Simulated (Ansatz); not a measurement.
# HfO2 (Pnma) in Ansatz: band structure with BLYP

Aim: the band structure of HfO2 with BLYP.

Everything below comes from runs of Ansatz 0.2.0. Logs are shortened: lines on timing, memory, paths and dates and some standing lists are left out, and cuts for length are marked.

**1. Starting point**

It takes space group Pnma (No. 62, orthorhombic). Conventional cell: a = 5.556 Å, b = 3.334 Å, c = 6.505 Å, α = 90.00°, β = 90.00°, γ = 90.00°. Around Hf (site symmetry m) lie 7 O at 2.14 to 2.27 Å. O (site symmetry m) is surrounded by 4 Hf at 2.14 to 2.17 Å. O (site symmetry m) has 3 Hf at 2.16 to 2.27 Å as nearest neighbours.

Measurements of this composition are mostly on another form, of space group No. 14.

**2. Band structure, BLYP**

input.yaml

```yaml
crystal:
  lattice:
    - [5.556395, 0.0, 0.0]
    - [0.0, 3.333597, 0.0]
    - [0.0, 0.0, 6.504995]
  atoms:
    - { symbol: Hf, position: [0.748682, 0.75, 0.607871] }
    - { symbol: Hf, position: [0.251318, 0.25, 0.392129] }
    - { symbol: Hf, position: [0.248682, 0.75, 0.892129] }
    - { symbol: Hf, position: [0.751318, 0.25, 0.107871] }
    - { symbol: O, position: [0.639499, 0.25, 0.4234] }
    - { symbol: O, position: [0.360501, 0.75, 0.5766] }
    - { symbol: O, position: [0.139499, 0.25, 0.0766] }
    - { symbol: O, position: [0.860501, 0.75, 0.9234] }
    - { symbol: O, position: [0.520794, 0.25, 0.841453] }
    - { symbol: O, position: [0.479206, 0.75, 0.158547] }
    - { symbol: O, position: [0.020794, 0.25, 0.658547] }
    - { symbol: O, position: [0.979206, 0.75, 0.341453] }
hamiltonian:
  xc: blyp
  pseudopotentials: { kind: paw }
kpoints:
  mp_grid: { grid: [5, 8, 4] }
  band_path:
    path:
      - [[0.0, 0.0, 0.0], [0.0, -0.5, 0.0], [-0.5, -0.5, 0.0], [-0.5, 0.0, 0.0], [0.0, 0.0, 0.0], [0.0, 0.0, -0.5], [0.0, -0.5, -0.5], [-0.5, -0.5, -0.5], [-0.5, 0.0, -0.5], [0.0, 0.0, -0.5]]
      - [[-0.5, 0.0, 0.0], [-0.5, 0.0, -0.5]]
      - [[0.0, -0.5, -0.5], [0.0, -0.5, 0.0]]
      - [[-0.5, -0.5, 0.0], [-0.5, -0.5, -0.5]]
    npoints: 10
scf:
  occupations: { method: fermi_dirac, width: 0.05 }
  n_extra_bands: 30
output:
  forces: true
  stress: true
  eigenvalues: true
  fatbands: false
```

Potentials or basis: Ansatz PAW.

On the command line:

```bash
$ ansatz run input.yaml --threads 4 --pin off --max-ram 11264MiB --backend cpu --events-out ev --progress --plain --runs-dir out
```

Output:

```text
Warning: RAYON_NUM_THREADS=4 ignored (pool sized by the plan → 4); use --threads N
scf.n_extra_bands = 30 over 76 filled bands (N_el = 152.0): the run solves 106 bands
Engine: ansatz 0.2.0, aarch64-unknown-linux-gnu
Pseudopotentials: kind: paw
Pseudopotential: Hf, paw, valence charge 26, recommended cutoff 420 eV (normal), Hf.paw.azcp
Pseudopotential: O, paw, valence charge 6, recommended cutoff 420 eV (normal), O.paw.azcp
Functional definition: BLYP
  parameter beta = 0.0042
  parameter a = 0.04918
  parameter b = 0.132
  parameter c = 0.2533
  parameter d = 0.349
  exchange = b88_x(beta = beta)
  correlation = lyp_c(a = a, b = b, c = c, d = d)
Crystal: 12 atoms, lattice volume = 120.491 Å³
Basis set: ecut = 420 eV, 2361 PW (Γ), exchange–correlation on 80×48×90 points (8 copies of the dense FFT grid, shifted against one another)
Bands: 106, of which v1, the nominal top of the filled ones, is band 76 counted from 1 (75 counted from 0)
Symmetry: 8 space group operations
Space group: Pnma (ITA 62), of the structure as read, at distance tolerance 4.9e-5 Å
k-points: 45 of 160
Non-local potential: Hf, projectors of the file, l = 0: 3, l = 1: 2, l = 2: 2, l = 3: 3
Non-local potential: O, projectors of the file, l = 0: 2, l = 1: 2, l = 2: 1
PAW form: soft (Blöchl's): semilocal exchange-correlation on the pseudo side does not see the compensation charge
PAW frozen core: Hf, regenerated for the run's functional, and the local potential with it (the file was generated under x = pbe(κ = 0.804, μ = 0.2195149727645171), c = pbe(β = 0.06672455060314922))
PAW frozen core: O, regenerated for the run's functional, and the local potential with it (the file was generated under x = pbe(κ = 0.804, μ = 0.2195149727645171), c = pbe(β = 0.06672455060314922))
PAW one-centre angular grid: Hf, 590 points (default); XC on 64 Gauss nodes
PAW one-centre angular grid: O, 110 points (default); XC on 64 Gauss nodes
Initial density: superposition of atomic densities (neutral atoms: chi_scale 0, normalization atom), corrected by the library's trained network
Initial wavefunctions: pseudopotential atomic-orbital guess
Functional: x = b88, c = lyp
SCF iter   1: F=—  HF=-67556.169390 eV  |F-HF|=—  |Δ(HF+E_count)|=         —  Δρ=2.62e-2  dr2=6.14e-1  ethr=1.77e-3  ⟨swp⟩=5.1  Hψ=15638  notcnv=0  defer=355
preconditioner: auto → Resta (q_TF=auto, 2.836 Å⁻¹)  ε∞=4.6  [insulator: Δε(μ)=3.815 eV  Ē_g=21.282 eV  σ=0.050 eV  W_gap=1.00  n_scr=42 (ndim 8)  ℏωp=40.6 eV  f_vac=0.000  D(μ)=0.00/eV (n_scr^D=0)  ε∞_Penn≈4.6]
SCF iter   2: F=—  HF=-67556.032859 eV  |F-HF|=—  |Δ(HF+E_count)|=   1.37e-1  Δρ=9.67e-3  dr2=1.01e-1  ethr=4.04e-4  ⟨swp⟩=2.0  Hψ=5809  notcnv=0  defer=1058
SCF iter   3: F=—  HF=-67556.009109 eV  |F-HF|=—  |Δ(HF+E_count)|=   2.38e-2  Δρ=1.60e-3  dr2=3.04e-3  ethr=6.63e-5  ⟨swp⟩=2.0  Hψ=6702  notcnv=0  defer=1058
SCF iter   4: F=—  HF=-67556.008608 eV  |F-HF|=—  |Δ(HF+E_count)|=   5.02e-4  Δρ=7.75e-4  dr2=4.87e-4  ethr=2.00e-6  ⟨swp⟩=2.0  Hψ=7091  notcnv=0  defer=1058
SCF iter   5: F=—  HF=-67556.008413 eV  |F-HF|=—  |Δ(HF+E_count)|=   1.94e-4  Δρ=1.34e-4  dr2=1.20e-5  ethr=3.20e-7  ⟨swp⟩=2.0  Hψ=6067  notcnv=0  defer=1058
SCF iter   6: F=—  HF=-67556.008601 eV  |F-HF|=—  |Δ(HF+E_count)|=   1.88e-4  Δρ=3.15e-5  dr2=7.12e-7  ethr=7.92e-9  ⟨swp⟩=2.0  Hψ=6938  notcnv=0  defer=1058
SCF iter   7: F=-67556.008601 eV  HF=-67556.008601 eV  |F-HF|=2.11e-8  |Δ(HF+E_count)|=   3.46e-7  Δρ=5.20e-6  dr2=2.74e-8  ethr=6.58e-11  ⟨swp⟩=10.7  Hψ=26332  notcnv=0
SCF 1 converged in 7 iterations: F = -67556.008601 eV  dr2 = 2.74e-8
NSCF: frozen V_eff on 124 k-points
SCF converged after 7 iterations
Free energy (F): -67556.008601 eV
Harris-Foulkes:  -67556.008601 eV  (|F-HF|=2.11e-8)
Internal energy: -67556.008601 eV  (E = F + TS)
E sigma→0 (E₀):  -67556.008601 eV
Fermi energy:    19.592111 eV
--- Per-component energies (eV) ---
  E_band       = 515.290182
  E_kinetic    = 3097.011830
  E_local      = -21262.655409  (includes V_loc(G=0)·N_el)
  E_nonlocal   = -4588.028403
  E_hartree    = 9819.006010
  E_xc         = -1778.479460
  E_vxc        = -1795.683793  (∫ρ·V_xc dr)
  E_paw        = -29104.439718  (= ΣΔE_a)
  E_vpaw       = 5426.612777  (= ΣTr[D̂ρ^β])
  E_aug_tail   = 0.020402  (compensation charges beyond the density's cutoff)
  E_ewald      = -23738.792418
  E_core_change = 0.348565  (= ΣΔE_core)
  E_smearing   = -0.000000  (= −TS)
  E_closure    = -0.000000  (closes the sum)
  Σ components = -67556.008601   (vs F -67556.008601, Δ=0.00e0)
--- Forces (eV/Å), atoms counted from 1 ---
  atom   1  Hf     0.00284558     0.00000000     0.09613391
  atom   2  Hf    -0.00284558     0.00000000    -0.09613391
  atom   3  Hf     0.00284558     0.00000000    -0.09613391
  atom   4  Hf    -0.00284558     0.00000000     0.09613391
  atom   5  O      0.00723301     0.00000000    -0.03121252
  atom   6  O     -0.00723301     0.00000000     0.03121252
  atom   7  O      0.00723301     0.00000000     0.03121252
  atom   8  O     -0.00723301     0.00000000    -0.03121252
  atom   9  O      0.02710381     0.00000000    -0.08407204
  atom  10  O     -0.02710381     0.00000000     0.08407204
  atom  11  O      0.02710381     0.00000000     0.08407204
  atom  12  O     -0.02710381     0.00000000    -0.08407204
  max |Σ_I F_I| component: 1.39e-17 eV/Å
--- Stress (GPa, compression-positive) ---
       11.142293       0.000000       0.000000
        0.000000      10.970389       0.000000
        0.000000       0.000000      11.114769
  P = ⅓ Tr σ = 11.0758 GPa (110.758 kbar)
--- Band table (eV; the first three rows and the last of 45) ---
  k-point 0: bands = ["-43.0514", "-43.0333", "-43.0329", "-43.0288", "-12.1037", "-11.9604", "-11.9039", "-11.8023", "-11.7283", "-11.6705", "-11.6569", "-11.5868", "-11.5748", "-11.5665", "-11.5575", "-11.5365", "-0.9099", "0.7024", "0.7121", "1.2277", "1.5503", "1.5676", "1.6270", "1.8117", "7.1018", "7.1185", "7.1229", "7.1254", "7.1294", "7.1305", "7.1336", "7.1357", "7.1371", "7.1378", "7.1401", "7.1446", "7.1463", "7.1483", "7.1518", "7.1555", "7.1561", "7.1587", "7.1674", "7.1710", "7.1731", "7.1783", "7.1797", "7.1816", "7.1869", "7.1980", "7.2119", "7.2135", "12.6907", "12.7692", "13.2097", "13.3562", "13.4571", "13.8969", "13.9123", "13.9375", "14.2678", "14.4740", "14.5062", "14.6848", "15.2409", "15.3973", "15.4085", "15.8637", "15.9863", "16.2525", "16.5565", "16.9543", "16.9971", "17.4468", "17.7264", "17.7728", "21.3433", "22.2544", "22.3325", "22.7811", "23.5146", "23.5633", "23.7152", "24.3540", "24.4359", "24.5773", "24.6603", "24.8221", "24.8808", "25.3847", "25.5282", "25.6072", "25.8754", "26.0469", "27.0586", "27.1975", "27.3505", "28.6225", "30.1755", "30.8014", "31.9069", "33.0465", "33.7524", "34.5241", "34.7916", "35.0883"]
  k-point 1: bands = ["-43.0495", "-43.0384", "-43.0298", "-43.0287", "-12.0722", "-11.9186", "-11.8838", "-11.8611", "-11.7175", "-11.6584", "-11.6481", "-11.6273", "-11.6000", "-11.5638", "-11.5560", "-11.5500", "-0.7230", "0.3604", "0.8020", "1.1904", "1.6066", "1.6261", "1.6334", "1.7931", "7.1032", "7.1169", "7.1246", "7.1259", "7.1305", "7.1328", "7.1355", "7.1375", "7.1409", "7.1424", "7.1431", "7.1453", "7.1463", "7.1475", "7.1513", "7.1535", "7.1601", "7.1619", "7.1619", "7.1646", "7.1731", "7.1741", "7.1782", "7.1783", "7.1827", "7.1927", "7.2181", "7.2236", "12.5355", "12.6452", "13.0697", "13.1450", "13.5908", "13.7296", "14.0804", "14.2435", "14.3366", "14.4704", "14.8284", "14.9794", "15.0565", "15.3697", "15.5066", "15.6776", "15.9631", "16.3816", "16.6638", "16.8140", "17.1858", "17.3566", "17.4405", "17.6009", "21.6536", "22.3139", "22.3938", "22.8875", "23.3130", "23.4178", "23.4530", "23.7712", "24.5865", "24.6649", "24.7538", "25.1046", "25.1127", "25.2371", "25.5457", "25.9928", "26.1201", "26.1809", "26.7259", "26.9989", "27.1710", "28.1580", "30.3070", "30.4228", "32.4529", "33.7301", "33.9444", "34.1555", "34.6413", "35.0732"]
  k-point 2: bands = ["-43.0446", "-43.0446", "-43.0286", "-43.0286", "-11.9902", "-11.9902", "-11.8184", "-11.8184", "-11.7488", "-11.7488", "-11.6257", "-11.6257", "-11.5911", "-11.5911", "-11.5583", "-11.5583", "-0.2344", "-0.2344", "1.0074", "1.0074", "1.6374", "1.6374", "1.7342", "1.7342", "7.1086", "7.1086", "7.1272", "7.1272", "7.1351", "7.1351", "7.1409", "7.1409", "7.1411", "7.1411", "7.1452", "7.1452", "7.1453", "7.1453", "7.1553", "7.1553", "7.1575", "7.1575", "7.1650", "7.1650", "7.1742", "7.1742", "7.1777", "7.1777", "7.1790", "7.1790", "7.2267", "7.2267", "12.4654", "12.4654", "12.9700", "12.9700", "13.9430", "13.9430", "14.0186", "14.0186", "14.4567", "14.4567", "14.9592", "14.9592", "15.2180", "15.2180", "15.8923", "15.8923", "16.2312", "16.2312", "16.5249", "16.5249", "17.2289", "17.2289", "17.3878", "17.3878", "22.1774", "22.1774", "22.8885", "22.8885", "23.1372", "23.1372", "23.1694", "23.1694", "24.6536", "24.6536", "24.8402", "24.8402", "25.6328", "25.6328", "25.9281", "25.9281", "26.4318", "26.4318", "26.6653", "26.6653", "27.0588", "27.0588", "30.3141", "30.3141", "33.6214", "33.6214", "33.9330", "33.9330", "34.9439", "34.9439"]
  k-point 44: bands = ["-43.0268", "-43.0268", "-43.0235", "-43.0235", "-12.0814", "-12.0814", "-12.0400", "-12.0400", "-11.7312", "-11.7312", "-11.7298", "-11.7298", "-11.6413", "-11.6413", "-11.6142", "-11.6142", "0.7766", "0.7766", "0.8543", "0.8543", "1.4647", "1.4647", "1.4691", "1.4691", "7.1186", "7.1186", "7.1193", "7.1193", "7.1405", "7.1405", "7.1409", "7.1409", "7.1436", "7.1436", "7.1493", "7.1493", "7.1545", "7.1545", "7.1575", "7.1575", "7.1630", "7.1630", "7.1653", "7.1653", "7.1750", "7.1750", "7.1819", "7.1819", "7.1891", "7.1891", "7.1909", "7.1909", "12.4305", "12.4305", "12.6029", "12.6029", "13.3599", "13.3599", "13.4453", "13.4453", "14.4449", "14.4449", "14.9305", "14.9305", "16.1598", "16.1598", "16.2078", "16.2078", "16.5117", "16.5117", "16.5953", "16.5953", "17.0137", "17.0137", "17.0810", "17.0810", "23.3754", "23.3754", "23.8456", "23.8456", "24.0014", "24.0014", "24.1797", "24.1797", "25.0237", "25.0237", "25.3307", "25.3307", "25.6483", "25.6483", "25.6581", "25.6581", "26.2999", "26.2999", "26.3058", "26.3058", "30.8409", "30.8409", "31.0240", "31.0240", "31.9397", "31.9397", "32.8453", "32.8453", "35.2288", "35.2288"]
```

Wall time 26 s (4 threads of Arm Neoverse V1, shared host); peak memory 1.1 GiB.

Results:

```
Free energy             : -67556.0086 eV
Pressure                : 11.1 GPa
Largest force           : 0.096 eV/Å
Band gap on the k mesh  : 3.57 eV, direct
Band gap along the path : 3.57 eV, direct
```

Forces in eV/Å, atoms in the order of the input:
```
Hf   0.003  0.000  0.096
Hf  -0.003  0.000 -0.096
Hf   0.003  0.000 -0.096
Hf  -0.003  0.000  0.096
O    0.007  0.000 -0.031
O   -0.007  0.000  0.031
O    0.007  0.000  0.031
O   -0.007  0.000 -0.031
O    0.027  0.000 -0.084
O   -0.027  0.000  0.084
O    0.027  0.000  0.084
O   -0.027  0.000 -0.084
```

Stress tensor (GPa, compression positive):
```
11.14  0.00  0.00
 0.00 10.97  0.00
 0.00  0.00 11.11
```

Levels at the corners of the path, in eV from the valence-band top:
```csv
point,band 74,band 75,band 76,band 77,band 78,band 79
Γ,-0.33,-0.05,0.00,3.57,4.48,4.56
X,-0.75,-0.68,-0.68,5.19,5.19,6.03
S,-0.70,-0.70,-0.70,5.70,5.70,5.70
Y,-0.78,-0.32,-0.32,4.36,4.36,5.51
Γ,-0.33,-0.05,0.00,3.57,4.48,4.56
Z,-0.54,-0.39,-0.39,4.40,4.40,5.12
U,-0.87,-0.76,-0.76,5.14,5.14,6.22
R,-0.70,-0.70,-0.70,5.85,5.85,5.85
T,-0.82,-0.39,-0.39,5.15,5.15,5.18
Z,-0.54,-0.39,-0.39,4.40,4.40,5.12
Y,-0.78,-0.32,-0.32,4.36,4.36,5.51
T,-0.82,-0.39,-0.39,5.15,5.15,5.18
U,-0.87,-0.76,-0.76,5.14,5.14,6.22
X,-0.75,-0.68,-0.68,5.19,5.19,6.03
S,-0.70,-0.70,-0.70,5.70,5.70,5.70
R,-0.70,-0.70,-0.70,5.85,5.85,5.85
```

Caveat: the pressure holds a Pulay correction of +1.1 GPa for the finite cutoff; spin-orbit coupling is left out, which moves the levels of the heavy elements; the PAW data sets come from PBE, with cores solved anew for the run's functional, which leaves a small shift of forces and pressure. A hybrid or GW would open this gap; BLYP tends to underestimate it.
